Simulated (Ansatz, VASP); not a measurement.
NaCl: VASP beside Ansatz

Contents of POSCAR:

```
NaCl
1.0
    0.0000000000      2.8026988303      2.8026988303
    2.8026988303      0.0000000000      2.8026988303
    2.8026988303      2.8026988303      0.0000000000
Na Cl
1 1
Direct
    0.0000000000      0.0000000000      0.0000000000
    0.5000000000      0.5000000000      0.5000000000
```

The input INCAR.step1:

```
SYSTEM = NaCl
PREC     = Accurate       ! precision mode
ENCUT    = 520            ! plane-wave cutoff, eV
EDIFF    = 1E-5           ! SCF threshold, eV
ISMEAR   = 0              ! smearing method
SIGMA    = 0.01           ! smearing width, eV
LREAL    = .FALSE.        ! projectors in reciprocal space
LASPH    = .TRUE.         ! aspherical terms in the spheres
NELM     = 60             ! most SCF steps
ALGO     = Normal         ! electronic algorithm
ISIF     = 2              ! what is computed and relaxed
LWAVE    = .TRUE.         ! write WAVECAR
LCHARG   = .FALSE.        ! write CHGCAR
NBANDS   = 14             ! bands
GGA      = PE             ! functional
```

The input INCAR.step2:

```
SYSTEM = NaCl
PREC     = Accurate       ! precision mode
ENCUT    = 520            ! plane-wave cutoff, eV
EDIFF    = 1E-7           ! SCF threshold, eV
ISMEAR   = 0              ! smearing method
SIGMA    = 0.01           ! smearing width, eV
LREAL    = .FALSE.        ! projectors in reciprocal space
LASPH    = .TRUE.         ! aspherical terms in the spheres
NELM     = 60             ! most SCF steps
ALGO     = Normal         ! electronic algorithm
ISIF     = 2              ! what is computed and relaxed
LWAVE    = .FALSE.        ! write WAVECAR
LCHARG   = .FALSE.        ! write CHGCAR
GGA      = PE             ! functional
LHFCALC  = .TRUE.         ! exact exchange
HFSCREEN = 0.2079         ! screening, 1/A
PRECFOCK = Normal       
NBANDS   = 14             ! bands
ISTART   = 1
```

File KPOINTS:

```
regular mesh
0
G
  4 4 4
  0 0 0
```

Input for Ansatz:

```yaml
crystal:
  lattice:
    - [0.0, 2.8026988303, 2.8026988303]
    - [2.8026988303, 0.0, 2.8026988303]
    - [2.8026988303, 2.8026988303, 0.0]
  atoms:
    - { symbol: Na, position: [0.0, 0.0, 0.0] }
    - { symbol: Cl, position: [0.5, 0.5, 0.5] }
kpoints:
  mp_grid: { grid: [4, 4, 4] }
hamiltonian:
  xc: hse06
scf:
  occupations: { method: fixed }
  n_extra_bands: 4
output:
  forces: true
  stress: true
  eigenvalues: true
  write_density: true
  write_potential: true
  elf: true
  volumetric_format: npy
```

The cell was built by a generator and needn't be a form met in nature.

Alike in both runs: task single point; functional HSE06; k mesh 4 × 4 × 4; no spin polarisation.

```csv
,VASP,Ansatz
version,VASP 6.6.1,Ansatz 0.2.0
potentials or method,"VASP PAW PBE potentials, release 64 (Na_pv, Cl)","plane waves, PAW"
plane-wave cutoff (eV),520,420
occupations,"gaussian, width 0.01 eV",fixed
valence electrons in the cell,14,16
```

```tsv
	VASP	Ansatz	Ansatz less VASP
gap on the k mesh at the Fermi level (eV)	6.55	6.56	+0.008
pressure (GPa)	0.7	0.7	-0.02
```

The two sets of potentials don't hold the same shells in valence. Ansatz warned: «stress_exchange_threshold_loose».

Caveats: the k mesh is coarse (spacing up to 0.49 Å⁻¹), so the values aren't converged, least of all with exact exchange; the PAW data sets were made with another functional, which shifts forces and pressure a little (VASP).
